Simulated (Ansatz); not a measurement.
Crystal: Os.

```xyz
2
Lattice="2.7341 0.0000 0.0000 -1.3671 2.3678 0.0000 0.0000 0.0000 4.3197" Properties=species:S:1:pos:R:3 pbc="T T T"
Os    1.3671    0.7893    3.2398
Os    0.0000    1.5785    1.0799
```

Base run:

* Program: Ansatz 0.2.0
* Functional: PBE
* Potentials or basis: all-electron LAPW, scalar-relativistic
* Cutoff: 295 eV (chosen from the basis error)
* Basis error allowed: 0.001 eV/atom
* k mesh: 11 × 11 × 6
* Occupations: fermi-dirac, width 0.05 eV
* Spin: no spin polarisation

Its results: pressure 8.8 GPa.

Task: The run is repeated on the same cell with these changes: functional from PBE to BLYP. What comes out?

Result: Pressure 25.8 GPa.

BLYP binds less tightly than PBE, so the same cell stands under more pressure.

Caveats: so large a pressure means that the cell lies far from this level's equilibrium, or that cutoff or potentials fall short (some runs).
